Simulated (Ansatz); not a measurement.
## CuO: do energies and stresses tell the same story?

Theory: DFT PBEsol, scalar-relativistic, plane waves, PAW (Ansatz).

Plane waves to 420 eV, a k mesh through Γ of 14×14×8 on the computed 4-atom cell and Gaussian smearing (0.10 eV); no spin polarisation.

Relaxed cell: Cccm, a = 4.085 Å, b = 4.101 Å, c = 5.092 Å, α = 90.00°, β = 90.00°, γ = 90.00°, 4 atoms in the primitive cell. This form isn't the usual stable structure of the compound.

Energies at zero smearing and pressures from the stress tensor, at volumes with shape and atoms relaxed:
| V (Å³/atom) | E − E(first) (meV/atom) | P (GPa) |
| --- | --- | --- |
| 10.023 | 0.00 | 10.73 |
| 10.343 | -15.46 | 5.00 |
| 10.663 | -20.27 | 0.00 |
| 10.983 | -15.90 | -4.31 |
| 11.303 | -3.59 | -8.00 |

Question: Check P = −dE/dV between neighbouring volumes, and get the bulk modulus from the pressures alone.

Answer: With 1 eV/Å³ = 160.2 GPa:
```
middle V (Å³/atom)  −ΔE/ΔV (GPa) mean P (GPa)
            10.183         7.742         7.866
            10.503         2.408         2.499
            10.823        -2.187        -2.155
            11.143        -6.168        -6.153
```

The two differ by 0.12 GPa at most. The mean of two end pressures misses the average over a step by about ΔV² P″/12, up to 0.06 GPa here; with that taken off 0.06 GPa remains, from the smearing term (the stress is the derivative of the free energy), the finite cutoff, the mesh or the relaxation's tolerance. Around V = 10.663 Å³/atom, the two neighbours give B = −V ΔP/ΔV = 10.663 × 9.31 / 0.640 = 155.1 GPa, against B0 = 153.1 GPa from the Birch–Murnaghan fit of the energies.

Spin polarisation was left out, and a magnetic state may lie lower.

A ferromagnetic start lost its moments in a first run, so spin was left out; other magnetic orders weren't tried.